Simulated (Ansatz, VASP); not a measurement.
One calculation of ZrC, two programs

```
CELL_PARAMETERS angstrom
0.00000 2.32073 2.32073
2.32073 0.00000 2.32073
2.32073 2.32073 0.00000
ATOMIC_POSITIONS crystal
Zr 0.50000 0.50000 0.50000
C 0.00000 0.00000 0.00000
```

Alike in both runs: functional LDA; k mesh 16 × 16 × 16; occupations gaussian, width 0.1 eV; no spin polarisation.

Ansatz relaxed the structure, and its values are those at the end. VASP's run is a single point on that final structure, the one shown.

|  | VASP | Ansatz |
| --- | --- | --- |
| version | VASP 6.6.1 | Ansatz 0.2.0 |
| potentials or method | VASP PAW LDA potentials, release 64 (Zr_sv, C) | scalar-relativistic, plane waves, PAW |
| plane-wave cutoff (eV) | 520 | 520 |
| valence electrons in the cell | 16 | 16 |

|  | VASP | Ansatz | Ansatz less VASP |
| --- | --- | --- | --- |
| gap on the k mesh at the Fermi level (eV) | none | none | - |
| pressure (GPa) | 0.6 | 0.0 | -0.64 |

A gap of «none» marks a metal or a gap that the smearing closes.
